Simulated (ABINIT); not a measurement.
Crystal: PtS2.

```xyz
3
Lattice="3.5432 0.0000 0.0000 -1.7716 3.0685 0.0000 0.0000 0.0000 5.0388" Properties=species:S:1:pos:R:3 pbc="T T T"
Pt    0.0000    0.0000    0.0000
S     1.7716    1.0228    3.8950
S     0.0000    2.0457    1.1438
```

| Quantity | Value |
| --- | --- |
| Program | ABINIT 10.8.3 (patched build) |
| Task | relaxation of cell and atoms |
| Functional | PBEsol |
| Potentials or basis | JTH PAW PBE v2.0 |
| Cutoff | 544 eV |
| k mesh | 9 × 9 × 5 |
| Occupations | fermi-dirac, width 0.05 eV |
| Spin | no spin polarisation |

At the start: pressure 7.5 GPa; volume 18.26 Å³/atom.

Task: How do energy, volume and symmetry change on relaxing?

Result: Over 15 steps the energy falls by 31.6 meV/atom and the volume is 17.44 Å³/atom (-4.5 %); space group P-3m1 (No. 164, to 0.05 Å).

Step by step:
```csv
step,energy change (eV),largest force (eV/Å),pressure (GPa),volume (Å³)
1,0.0000,1.0791,7.51,54.78
2,-0.0585,0.5752,2.73,56.05
3,-0.0775,0.1876,-0.17,56.61
4,-0.0813,0.0528,-0.67,56.43
5,-0.0838,0.0027,-0.46,55.95
6,-0.0850,0.0039,-0.02,55.43
7,-0.0861,0.0079,0.20,54.98
8,-0.0902,0.0184,0.75,53.43
9,-0.0913,0.0428,0.79,51.03
10,-0.0930,0.0665,0.56,53.07
11,-0.0936,0.0396,-0.33,53.13
12,-0.0942,0.0034,-0.11,52.91
13,-0.0947,0.0242,0.11,52.35
14,-0.0948,0.0068,0.04,52.31
15,-0.0948,0.0004,0.00,52.32
```

Final structure:
```yaml
crystal:
  lattice:
    - [3.58026, 0.00000, 0.00000]
    - [-1.79013, 3.10060, 0.00000]
    - [0.00000, 0.00000, 4.71305]
  atoms:
    - { symbol: Pt, position: [0.00000, 0.00000, 0.00000] }
    - { symbol: S, position: [0.66667, 0.33333, 0.74528] }
    - { symbol: S, position: [0.33333, 0.66667, 0.25472] }
```

Caveat: the PAW data sets were made with another functional, which shifts forces and pressure a little.
